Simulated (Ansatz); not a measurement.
# InAs (Fm-3m) in Ansatz: convergence with scf convergence dr2 threshold

Aim: find how far scf convergence dr2 threshold must go before the results for InAs settle, at PBE. This setting moves, with any that are tied to it; all else stays.

Program: Ansatz 0.2.0. These are calculated values, not measurements. Logs are shortened: lines on timing, memory, paths and dates and some standing lists are left out, and cuts for length are marked.

### Step 1. Starting point

The structure is cubic, space group Fm-3m (No. 225). The conventional cell has a = 5.755 Å, b = 5.755 Å, c = 5.755 Å, α = 90.00°, β = 90.00°, γ = 90.00°. In (site symmetry m-3m) has 6 As at 2.88 Å as nearest neighbours. As (site symmetry m-3m) is surrounded by 6 In at 2.88 Å.

Measurements of this composition are mostly on another form, of space group No. 216.

### Step 2. With scf convergence dr2 threshold 0.01

Contents of input.yaml:

```yaml
crystal:
  lattice:
    - [0.0, 2.877304, 2.877304]
    - [2.877304, 0.0, 2.877304]
    - [2.877304, 2.877304, 0.0]
  atoms:
    - { symbol: In, position: [0.5, 0.5, 0.5] }
    - { symbol: As, position: [0.0, 0.0, 0.0] }
hamiltonian:
  xc: pbe
  pseudopotentials: { kind: paw, source: jth }
kpoints:
  mp_grid: { grid: [7, 7, 7] }
scf:
  occupations: { method: gaussian, width: 0.1 }
  convergence: { dr2_threshold: 0.01 }
output:
  forces: true
  stress: true
  eigenvalues: true
```

Potentials or basis: JTH PAW.

Started as:

```bash
ansatz run input.yaml --threads 2 --pin off --max-ram 5632MiB --backend cpu --events-out ev --progress --plain --runs-dir out
```

Run time: 33 s. Hardware: 2 threads of Arm Neoverse V2, shared host; peak memory 3.6 GiB.

What came out:

| Item | Value |
| --- | --- |
| Free energy | -10442.9988 eV |
| Pressure | -0.1 GPa |
| Band gap on the k mesh | none (metal or under the smearing width) |

### Step 3. With scf convergence dr2 threshold 0.001

input.yaml: that of step 2 with these lines changed.

```diff
@@ -15,3 +15,3 @@
   occupations: { method: gaussian, width: 0.1 }
-  convergence: { dr2_threshold: 0.01 }
+  convergence: { dr2_threshold: 0.001 }
 output:
```

Potentials or basis: JTH PAW.

Started as:

```bash
ansatz run input.yaml --threads 2 --pin off --max-ram 5632MiB --backend cpu --events-out ev --progress --plain --runs-dir out
```

Run time: 33 s. Hardware: 2 threads of Arm Neoverse V2, shared host; peak memory 3.6 GiB.

What came out:

```yaml
Free_energy: -10442.9992 eV
Pressure: -0.2 GPa
Band_gap_on_the_k_mesh: none (metal or under the smearing width)
```

### Step 4. With scf convergence dr2 threshold 0.0001

input.yaml: that of step 3 with these lines changed.

```diff
@@ -15,3 +15,3 @@
   occupations: { method: gaussian, width: 0.1 }
-  convergence: { dr2_threshold: 0.001 }
+  convergence: { dr2_threshold: 0.0001 }
 output:
```

Started as:

```bash
ansatz run input.yaml --threads 2 --pin off --max-ram 5632MiB --backend cpu --events-out ev --progress --plain --runs-dir out
```

It took 34 s on 2 threads of Arm Neoverse V2, shared host; peak memory 3.6 GiB.

Results:

```yaml
Free_energy: -10442.9993 eV
Pressure: -0.2 GPa
Band_gap_on_the_k_mesh: none (metal or under the smearing width)
```

### Step 5. With scf convergence dr2 threshold 1e-05

input.yaml: that of step 4 with these lines changed.

```diff
@@ -15,3 +15,3 @@
   occupations: { method: gaussian, width: 0.1 }
-  convergence: { dr2_threshold: 0.0001 }
+  convergence: { dr2_threshold: 1.0e-05 }
 output:
```

Started as:

```bash
ansatz run input.yaml --threads 2 --pin off --max-ram 5632MiB --backend cpu --events-out ev --progress --plain --runs-dir out
```

Run time: 34 s. Hardware: 2 threads of Arm Neoverse V2, shared host; peak memory 3.6 GiB.

What came out:

```
Free energy            : -10442.9993 eV
Pressure               : -0.2 GPa
Band gap on the k mesh : none (metal or under the smearing width)
```

### Step 6. With scf convergence dr2 threshold 1e-06

input.yaml: that of step 5 with these lines changed.

```diff
@@ -15,3 +15,3 @@
   occupations: { method: gaussian, width: 0.1 }
-  convergence: { dr2_threshold: 1.0e-05 }
+  convergence: { dr2_threshold: 1.0e-06 }
 output:
```

Potentials or basis: JTH PAW.

Started as:

```bash
ansatz run input.yaml --threads 2 --pin off --max-ram 5632MiB --backend cpu --events-out ev --progress --plain --runs-dir out
```

Run time: 34 s. Hardware: 2 threads of Arm Neoverse V2, shared host; peak memory 3.6 GiB.

Results (log left out):

| Item | Value |
| --- | --- |
| Free energy | -10442.9993 eV |
| Pressure | -0.2 GPa |
| Band gap on the k mesh | none (metal or under the smearing width) |

### Step 7. With scf convergence dr2 threshold 1e-07

input.yaml: that of step 6 with these lines changed.

```diff
@@ -15,3 +15,3 @@
   occupations: { method: gaussian, width: 0.1 }
-  convergence: { dr2_threshold: 1.0e-06 }
+  convergence: { dr2_threshold: 1.0e-07 }
 output:
```

Started as:

```bash
ansatz run input.yaml --threads 2 --pin off --max-ram 5632MiB --backend cpu --events-out ev --progress --plain --runs-dir out
```

It took 33 s on 2 threads of Arm Neoverse V2, shared host; peak memory 3.7 GiB.

The run converged. Its results:

* Free energy: -10442.9993 eV
* Pressure: -0.2 GPa
* Band gap on the k mesh: none (metal or under the smearing width)

### Step 8. With scf convergence dr2 threshold 1e-09

input.yaml: that of step 7 with these lines changed.

```diff
@@ -15,3 +15,3 @@
   occupations: { method: gaussian, width: 0.1 }
-  convergence: { dr2_threshold: 1.0e-07 }
+  convergence: { dr2_threshold: 1.0e-09 }
 output:
```

Started as:

```bash
ansatz run input.yaml --threads 2 --pin off --max-ram 5632MiB --backend cpu --events-out ev --progress --plain --runs-dir out
```

Run time: 34 s. Hardware: 2 threads of Arm Neoverse V2, shared host; peak memory 3.7 GiB.

Results (log left out):

```
Free energy            : -10442.9993 eV
Pressure               : -0.2 GPa
Band gap on the k mesh : none (metal or under the smearing width)
```

### Step 9. With scf convergence dr2 threshold 1e-11

input.yaml: that of step 8 with these lines changed.

```diff
@@ -15,3 +15,3 @@
   occupations: { method: gaussian, width: 0.1 }
-  convergence: { dr2_threshold: 1.0e-09 }
+  convergence: { dr2_threshold: 1.0e-11 }
 output:
```

Potentials or basis: JTH PAW.

Started as:

```bash
ansatz run input.yaml --threads 2 --pin off --max-ram 5632MiB --backend cpu --events-out ev --progress --plain --runs-dir out
```

The log of the run:

```text
Warning: the checks of this In dataset prove no rule for summing its radial tables, as where they were carried onto another mesh than they were made on, and Gregory's rule is taken, under which a leading mesh point left out moves its sums only by what lay on the interval it spanned. That does not make them correct, and they differ from Quantum ESPRESSO's on this file; a re-export a fraction of a mesh step off can move them. hamiltonian.pseudopotentials.radial_quadrature: simpson_from_first_knot sums it by `pw.x`'s rule; on a PAW file no value gives `pw.x`'s numbers. What more to know: hamiltonian.pseudopotentials.radial_quadrature, in the input reference
Warning: the checks of this As dataset prove no rule for summing its radial tables, as where they were carried onto another mesh than they were made on, and Gregory's rule is taken, under which a leading mesh point left out moves its sums only by what lay on the interval it spanned. That does not make them correct, and they differ from Quantum ESPRESSO's on this file; a re-export a fraction of a mesh step off can move them. hamiltonian.pseudopotentials.radial_quadrature: simpson_from_first_knot sums it by `pw.x`'s rule; on a PAW file no value gives `pw.x`'s numbers. What more to know: hamiltonian.pseudopotentials.radial_quadrature, in the input reference
Warning: RAYON_NUM_THREADS=2 ignored (pool sized by the plan → 2); use --threads N
Engine: ansatz 0.2.0, aarch64-unknown-linux-gnu
Pseudopotentials: kind: paw
Pseudopotential: In, paw, valence charge 13, recommended cutoff 9000 eV (normal), In.paw.azcp
Pseudopotential: As, paw, valence charge 15, recommended cutoff 1350 eV (normal), As.paw.azcp
Functional definition: PBE
  parameter kappa = 0.804
  parameter beta = 0.06672455060314922
  exchange = pbe_x(kappa = kappa, mu = beta*pi^2/3)
  correlation = pbe_c(beta = beta)
Crystal: 2 atoms, lattice volume = 47.642 Å³
Basis set: ecut = 9000 eV, 92769 PW (Γ), exchange–correlation on 256×256×256 points (8 copies of the dense FFT grid, shifted against one another)
Bands: 18, of which v1, the nominal top of the filled ones, is band 14 counted from 1 (13 counted from 0)
Symmetry: 48 space group operations
Space group: Fm-3m (ITA 225), of the structure as read, at distance tolerance 3.6e-5 Å
k-points: 20 of 343
Non-local potential: In, projectors of the file, l = 0: 2, l = 1: 2, l = 2: 2
Non-local potential: As, projectors of the file, l = 0: 2, l = 1: 2, l = 2: 2
PAW form: soft (Blöchl's): semilocal exchange-correlation on the pseudo side does not see the compensation charge
PAW one-centre angular grid: In, 590 points (default); XC on 96 Gauss nodes
PAW one-centre angular grid: As, 590 points (default); XC on 64 Gauss nodes
Initial density: superposition of atomic densities (chi_scale 0.1, normalization cell, long waves kept (reshape's long-wave potential 0.00 eV rms))
Initial wavefunctions: pseudopotential atomic-orbital guess
Functional: x = pbe(κ = 0.804, μ = 0.2195149727645171), c = pbe(β = 0.06672455060314922)
SCF iter   1: F=—  HF=-10443.018916 eV  |F-HF|=—  |Δ(HF+E_count)|=         —  Δρ=2.29e-2  dr2=1.45e-1  ethr=3.10e-3  ⟨swp⟩=8.6  Hψ=2500  notcnv=0
preconditioner: auto → none  [insulator: Δε(μ)=0.174 eV  Ē_g=14.631 eV  σ=0.100 eV  W_gap=0.73  n_scr=14 (ndim 8)  ℏωp=22.8 eV  f_vac=0.000  D(μ)=0.60/eV (n_scr^D=0)  ε∞_Penn≈3.4]
SCF iter   2: F=—  HF=-10442.998967 eV  |F-HF|=—  |Δ(HF+E_count)|=   1.99e-2  Δρ=9.73e-3  dr2=2.95e-2  ethr=5.19e-4  ⟨swp⟩=1.0  Hψ=520  notcnv=0
SCF iter   3: F=—  HF=-10442.999300 eV  |F-HF|=—  |Δ(HF+E_count)|=   3.33e-4  Δρ=1.71e-3  dr2=1.28e-3  ethr=1.05e-4  ⟨swp⟩=2.0  Hψ=438  notcnv=0
SCF iter   4: F=—  HF=-10442.999211 eV  |F-HF|=—  |Δ(HF+E_count)|=   8.91e-5  Δρ=4.91e-4  dr2=1.23e-4  ethr=4.56e-6  ⟨swp⟩=2.0  Hψ=541  notcnv=0
SCF iter   5: F=—  HF=-10442.999201 eV  |F-HF|=—  |Δ(HF+E_count)|=   9.87e-6  Δρ=1.17e-4  dr2=4.32e-6  ethr=4.40e-7  ⟨swp⟩=2.5  Hψ=598  notcnv=0
SCF iter   6: F=—  HF=-10442.999202 eV  |F-HF|=—  |Δ(HF+E_count)|=   1.33e-6  Δρ=2.07e-5  dr2=3.53e-7  ethr=1.54e-8  ⟨swp⟩=2.2  Hψ=564  notcnv=0
SCF iter   7: F=—  HF=-10442.999263 eV  |F-HF|=—  |Δ(HF+E_count)|=   6.05e-5  Δρ=3.43e-6  dr2=3.21e-9  ethr=1.26e-9  ⟨swp⟩=2.0  Hψ=443  notcnv=0
SCF iter   8: F=—  HF=-10442.999263 eV  |F-HF|=—  |Δ(HF+E_count)|=   1.86e-9  Δρ=5.58e-7  dr2=7.18e-11  ethr=1.15e-11  ⟨swp⟩=2.0  Hψ=645  notcnv=0
SCF iter   9: F=-10442.999263 eV  HF=-10442.999263 eV  |F-HF|=7.28e-12  |Δ(HF+E_count)|=  1.64e-10  Δρ=2.10e-8  dr2=2.04e-13  ethr=1.00e-12  ⟨swp⟩=6.3  Hψ=1701  notcnv=0
SCF 1 converged in 9 iterations: F = -10442.999263 eV  dr2 = 2.04e-13
SCF converged after 9 iterations
Free energy (F): -10442.999263 eV
Harris-Foulkes:  -10442.999263 eV  (|F-HF|=7.28e-12)
Internal energy: -10442.996446 eV  (E = F + TS)
E sigma→0 (E₀):  -10442.997855 eV
Entropy (-TS):   -0.002816 eV (-1.408 meV/atom)
Fermi energy:    9.680160 eV
--- Per-component energies (eV) ---
  E_band       = -264.012479
  E_kinetic    = 486.172119
  E_local      = -3795.067733  (includes V_loc(G=0)·N_el)
  E_nonlocal   = 566.620684
  E_hartree    = 1432.328630
  E_xc         = -263.421374
  E_vxc        = -203.069208  (∫ρ·V_xc dr)
  E_paw        = -6077.794624  (= ΣΔE_a)
  E_vpaw       = -183.325630  (= ΣTr[D̂ρ^β])
  E_aug_tail   = -0.000000  (compensation charges beyond the density's cutoff)
  E_ewald      = -2791.834149
  E_smearing   = -0.002816  (= −TS)
  E_closure    = -0.000000  (closes the sum)
  Σ components = -10442.999263   (vs F -10442.999263, Δ=0.00e0)
--- Forces (eV/Å), atoms counted from 1 ---
  atom   1  In     0.00000000    -0.00000000     0.00000000
  atom   2  As    -0.00000000     0.00000000    -0.00000000
  max |Σ_I F_I| component: 8.32e-29 eV/Å
--- Stress (GPa, compression-positive) ---
       -0.170166      -0.000000       0.000000
        0.000000      -0.170166      -0.000000
       -0.000000       0.000000      -0.170166
  P = ⅓ Tr σ = -0.1702 GPa (-1.702 kbar)
--- Band table (eV; the first three rows and the last of 20) ---
  k-point 0: bands = ["-25.5639", "-25.5639", "-25.5599", "-25.5599", "-25.5599", "-4.7283", "-4.7283", "-4.7112", "-4.7112", "-4.7112", "-2.5143", "8.9155", "9.3819", "9.3819", "9.3819", "16.7959", "16.7959", "16.7959"]
  k-point 1: bands = ["-25.5638", "-25.5638", "-25.5598", "-25.5597", "-25.5597", "-4.7368", "-4.7368", "-4.7116", "-4.7022", "-4.7022", "-2.2967", "6.9329", "9.4201", "9.4201", "11.0027", "15.3890", "15.6324", "15.6324"]
  k-point 2: bands = ["-25.5637", "-25.5637", "-25.5597", "-25.5594", "-25.5594", "-4.7588", "-4.7588", "-4.7139", "-4.6788", "-4.6788", "-1.6950", "4.8326", "9.5544", "9.5544", "11.7916", "14.0137", "14.0137", "14.4238"]
  k-point 19: bands = ["-25.5641", "-25.5634", "-25.5596", "-25.5592", "-25.5586", "-4.9119", "-4.7385", "-4.7037", "-4.6812", "-4.6381", "-0.0556", "4.5110", "5.7370", "6.8608", "11.2180", "14.0386", "16.1207", "17.0725"]
```

It took 38 s on 2 threads of Arm Neoverse V2, shared host; peak memory 3.7 GiB.

Results:

```yaml
Free_energy: -10442.9993 eV
Pressure: -0.2 GPa
Band_gap_on_the_k_mesh: none (metal or under the smearing width)
```

### Step 10. Summary

```
scf convergence dr2 threshold  energy less the tightest run, at zero smearing (meV/atom)  pressure (GPa)  SCF cycles  CPU time (s)  peak memory (GiB)
                         0.01                                                       0.26           -0.13           3            64                3.6
                        0.001                                                       0.03           -0.18           4            65                3.6
                       0.0001                                                       0.00           -0.17           5            66                3.6
                        1e-05                                                       0.00           -0.17           5            66                3.6
                        1e-06                                                       0.00           -0.17           6            67                3.6
                        1e-07                                                       0.00           -0.17           7            65                3.7
                        1e-09                                                       0.00           -0.17           8            67                3.7
                        1e-11                                                       0.00           -0.17           9            74                3.7
```

Against the tightest run, the energy stays within 1 meV/atom from 0.01 on; the pressure stays within 0.1 GPa from 0.01 on. The tightest run that finished is the yardstick and may itself not be fully converged.
